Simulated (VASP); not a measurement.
# PbSe: molecular dynamics with a monitored distance, by stops when the distance exceeds

PbSe, Fm-3m (no. 225), 8 atoms in the cell. PBE, molecular dynamics; PAW potentials Pb, Se (PBE set).

| Stops when the distance exceeds (Å) | Largest distance met (Å) | Steps run | Mean temperature (K) | Time (s) |
|---|---|---|---|---|
| 3.244 | 3.065 | 80 | 485 | 265 |
| 4.897 | 3.065 | 80 | 485 | 276 |

Limits: 240 fs of 8 atoms are too short for converged averages; the distance is that to the nearest periodic copy, which so small a cell caps.

## Input of the first row

INCAR:
```
GGA = PE
PREC = Normal
ENCUT = 210
EDIFF = 1E-5
NELMIN = 4
NELM = 60
ALGO = Normal
LREAL = Auto
LASPH = True
ISMEAR = 0
SIGMA = 0.05
ISYM = 0
LWAVE = False
LCHARG = False
IBRION = 0
NSW = 80
POTIM = 3.0
TEBEG = 600
TEEND = 600
ISIF = 2
MDALGO = 1
ANDERSEN_PROB = 0.05
RANDOM_SEED = 884250 0 0
VALUE_MAX = 3.244
VALUE_MIN = 1.53
KPAR = 2
```

KPOINTS:
```
k-points
0
Monkhorst-Pack
  2 2 2
```

ICONST:
```
R 1 8 7
```

POSCAR:
```
PbSe
1.0
    6.1213000000      0.0000000000      0.0000000000
    0.0000000000      6.1213000000      0.0000000000
    0.0000000000      0.0000000000      6.1213000000
Pb Se
4 4
Direct
    0.0000000000      0.0000000000      0.0000000000
    0.0000000000      0.5000000000      0.5000000000
    0.5000000000      0.0000000000      0.5000000000
    0.5000000000      0.5000000000      0.0000000000
    0.5000000000      0.0000000000      0.0000000000
    0.5000000000      0.5000000000      0.5000000000
    0.0000000000      0.0000000000      0.5000000000
    0.0000000000      0.5000000000      0.0000000000
```

Commands:
```
cat potpaw_PBE.64/Pb/POTCAR potpaw_PBE.64/Se/POTCAR > POTCAR
mpirun -np 2 vasp_std > vasp.out
```

Changes of the last row against the first:
```
- VALUE_MAX = 3.244
+ VALUE_MAX = 4.897
```

VASP 6.6.1 took 265 s on 2 cores (Intel Xeon Platinum 8488C (Sapphire Rapids)), a shared host.
